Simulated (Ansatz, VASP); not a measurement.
## Two plane-wave programs on CdTe

Contents of POSCAR:

```
CdTe
1.0
    0.0000000000      2.9875138225      2.9875138225
    2.9875138225      0.0000000000      2.9875138225
    2.9875138225      2.9875138225      0.0000000000
Cd Te
1 1
Direct
    0.5000000000      0.5000000000      0.5000000000
    0.0000000000      0.0000000000      0.0000000000
```

File INCAR.step1:

```
PREC = Accurate
ENCUT = 520
ISMEAR = 0
SIGMA = 0.05
LREAL = F
LASPH = T
NELM = 100
NBANDS = 16
GGA = PE
ALGO = Normal
EDIFF = 1E-4
LWAVE = T
LCHARG = F
```

The input INCAR.step2:

```
PREC = Accurate
ENCUT = 520
EDIFF = 1E-6
ISMEAR = 0
SIGMA = 0.05
LREAL = F
LASPH = T
NELM = 100
ALGO = Normal
ISIF = 2
LWAVE = F
LCHARG = T
METAGGA = R2SCAN
LMIXTAU = T
IVDW = 13
VDW_S6 = 1.0
VDW_S8 = 0.6018749
VDW_A1 = 0.51559235
VDW_A2 = 5.77342911
LELF = T
LVHAR = T
NBANDS = 16
ISTART = 1
```

File KPOINTS:

```
regular mesh
0
Gamma
  6 6 6
```

Input for Ansatz:

```yaml
crystal:
  lattice:
    - [0.0, 2.9875138225, 2.9875138225]
    - [2.9875138225, 0.0, 2.9875138225]
    - [2.9875138225, 2.9875138225, 0.0]
  atoms:
    - { symbol: Cd, position: [0.5, 0.5, 0.5] }
    - { symbol: Te, position: [0.0, 0.0, 0.0] }
basis:
  ecutwfc: 500
  ecutrho_ratio: 4
kpoints:
  mp_grid: { grid: [6, 6, 6] }
hamiltonian:
  xc: r2scan
  dispersion: d4
scf:
  occupations: { method: gaussian, width: 0.05 }
output:
  forces: true
  stress: true
  eigenvalues: true
```

Alike in both runs: task single point; functional r2SCAN; dispersion D4; k mesh 6 × 6 × 6; occupations gaussian, width 0.05 eV; no spin polarisation.

|  | VASP | Ansatz |
| --- | --- | --- |
| version | VASP 6.6.1 | Ansatz 0.2.0 |
| potentials or method | VASP PAW PBE potentials, release 64 (Cd, Te) | scalar-relativistic, plane waves, PAW |
| plane-wave cutoff (eV) | 520 | 500 |
| valence electrons in the cell | 18 | 36 |

|  | VASP | Ansatz | Ansatz less VASP |
| --- | --- | --- | --- |
| gap on the k mesh at the Fermi level (eV) | none | none | - |
| pressure (GPa) | 2.8 | 2.6 | -0.27 |
| dispersion energy (meV/atom) | -157.4 | -157.6 | -0.20 |

A gap of «none» marks a metal or a gap that the smearing closes. The two sets of potentials don't hold the same shells in valence.

Caveats: the PAW data sets were made with another functional, which shifts forces and pressure a little (VASP); pairwise dispersion overbinds metals, which lowers pressure and volume. The runs have no spin-orbit coupling, so splittings on Te are missing.
